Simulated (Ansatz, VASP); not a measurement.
**Two plane-wave programs on CuAu**

INCAR

```
ALGO = Normal ; EDIFF = 1E-8
ENCUT = 520 ; GGA = PE
ISIF = 2 ; ISMEAR = -1
LASPH = True ; LCHARG = False
LEFG = True ; LREAL = False
LWAVE = False ; NBANDS = 18
NELM = 100 ; PREC = Accurate
SIGMA = 0.05
```

File KPOINTS:

```
k-points
0
Gamma
  13 13 10
```

POSCAR

```
CuAu
1.0
    2.8000000000      0.0000000000      0.0000000000
    0.0000000000      2.8000000000      0.0000000000
    0.0000000000      0.0000000000      3.6700000000
Cu Au
1 1
Direct
    0.5000000000      0.5000000000      0.5000000000
    0.0000000000      0.0000000000      0.0000000000
```

Input for Ansatz:

```yaml
crystal:
  lattice:
    - [2.8, 0.0, 0.0]
    - [0.0, 2.8, 0.0]
    - [0.0, 0.0, 3.67]
  atoms:
    - { symbol: Cu, position: [0.5, 0.5, 0.5] }
    - { symbol: Au, position: [0.0, 0.0, 0.0] }
kpoints:
  mp_grid: { grid: [13, 13, 10] }
  band_path:
    path:
      - [0.0, 0.0, 0.0]
      - [0.0, 0.5, 0.0]
      - [0.5, 0.5, 0.0]
      - [0.0, 0.0, 0.0]
      - [0.0, 0.0, 0.5]
      - [0.0, 0.5, 0.5]
      - [0.5, 0.5, 0.5]
      - [0.0, 0.0, 0.5]
      - [0.0, 0.5, 0.0]
    npoints: 8
scf:
  occupations: { method: fermi_dirac, width: 0.05 }
hamiltonian:
  xc: pbe
  pseudopotentials: { kind: paw }
output:
  forces: true
  stress: true
  eigenvalues: true
  efg: { contact_densities: true }
  populations: true
  bader: true
  dos: { projected: true, de: 0.2, e_range: [-14, 8] }
```

Alike in both runs: task electric field gradients; functional PBE; k mesh 13 × 13 × 10; occupations fermi-dirac, width 0.05 eV; no spin polarisation.

|  | VASP | Ansatz |
| --- | --- | --- |
| version | VASP 6.6.1 | Ansatz 0.2.0 |
| potentials or method | VASP PAW PBE potentials, release 64 (Cu, Au) | PAW with Ansatz's default frozen-core files, scalar-relativistic |
| plane-wave cutoff (eV) | 520 | 420 |
| valence electrons in the cell | 22 | 38 |

```tsv
	VASP	Ansatz	Ansatz less VASP
pressure (GPa)	6.6	6.7	+0.02
largest component of the traceless stress (GPa)	0.11	0.05	-0.063
Vzz of the field gradient on the site that differs most (V/Å²)	78.6	53.0	-25.66
```

The two sets of potentials don't hold the same shells in valence. Ansatz warned: «gradients_without_spin_orbit».

Spin-orbit coupling is left out, which matters for the levels of Au.
